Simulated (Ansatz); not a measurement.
**MgTe: how the settings move a relaxation**

How sensitive is a relaxation of MgTe to its settings? A reference run comes first, then one run with altered input.

Computed with Ansatz 0.2.0 (reference: DFT, PBEsol, PAW with Ansatz's default frozen-core files, scalar-relativistic; relaxation of atoms, unless a step's input says otherwise).

### 1 Starting point

Symmetry: P6_3mc, No. 186, hexagonal system. The conventional cell has a = 4.517 Å, b = 4.517 Å, c = 7.333 Å, α = 90.00°, β = 90.00°, γ = 120.00°. Mg (site symmetry 3m) is surrounded by 4 Te at 2.76 Å. Te (site symmetry 3m) has 4 Mg at 2.76 Å as nearest neighbours.

Coordinates:

```cif
data_structure
_symmetry_space_group_name_H-M 'P 1'
_symmetry_Int_Tables_number 1
_cell_length_a 4.5166
_cell_length_b 4.5166
_cell_length_c 7.3334
_cell_angle_alpha 90.000
_cell_angle_beta 90.000
_cell_angle_gamma 120.000
_cell_volume 129.56
loop_
_atom_site_label
_atom_site_type_symbol
_atom_site_fract_x
_atom_site_fract_y
_atom_site_fract_z
_atom_site_occupancy
Mg1 Mg 0.33333 0.66667 0.00401 1
Mg2 Mg 0.66667 0.33333 0.50401 1
Te1 Te 0.33333 0.66667 0.38099 1
Te2 Te 0.66667 0.33333 0.88099 1
```

### 2 Reference

File input.yaml:

```yaml
crystal:
  lattice:
    - [4.51658270831, 0.0, 0.0]
    - [-2.25829135415, 3.91147536369, 0.0]
    - [0.0, 0.0, 7.33341459603]
  atoms:
    - { symbol: Mg, position: [0.333333333333, 0.666666666667, 0.004010137209] }
    - { symbol: Mg, position: [0.666666666667, 0.333333333333, 0.504010137209] }
    - { symbol: Te, position: [0.333333333333, 0.666666666667, 0.380989862791] }
    - { symbol: Te, position: [0.666666666667, 0.333333333333, 0.880989862791] }
kpoints:
  mp_grid: { grid: [6, 6, 4] }
scf:
  occupations: { method: fixed }
hamiltonian:
  xc: pbesol
  pseudopotentials: { kind: paw }
relax:
  f_tol: 0.002
  max_steps: 80
output:
  forces: true
  stress: true
  write_density: true
  write_potential: true
  elf: true
  volumetric_format: npy
```

The run is started by

```console
$ ansatz run input.yaml --threads 1 --pin off --max-ram 3072MiB --backend cpu --events-out ev --progress --plain --runs-dir out
```

### 3 Variant: chi_scale 0.3, ecutrho_ratio 8

Changes to input.yaml since step 2:

```diff
@@ -14,2 +14,3 @@
   occupations: { method: fixed }
+  initial_density: { chi_scale: 0.3 }
 hamiltonian:
@@ -23,5 +24,3 @@
   stress: true
-  write_density: true
-  write_potential: true
-  elf: true
-  volumetric_format: npy
+basis:
+  ecutrho_ratio: 8
```

What does the calculation give? Wanted: for each run, ending; energy change; pressure; gap; force.

As calculated:

```
                              run     ending  energy change  pressure (GPa)  gap (eV)  force (eV/Å)  cycles  time
                        reference  converged              0             1.2      2.52          0.00      10  12 s
1: chi_scale 0.3, ecutrho_ratio 8  converged   0.0 meV/atom             1.2      2.52          0.00      11  11 s
```

Times don't compare one to one where runs were asked for different outputs or read a saved state (see the inputs); cycles may leave out searches for a lower state.

**Reading.** Changing the start and numerical grids leaves the energy as it was (0.0 meV/atom). The gap of the reference lacks spin-orbit coupling, though the cell holds Te.

The gaps are Kohn-Sham values of a semilocal functional, not quasiparticle or optical gaps. Such gaps usually fall short of the measured ones; spin-orbit coupling, left out here, narrows gaps with Te, so the two errors partly cancel.
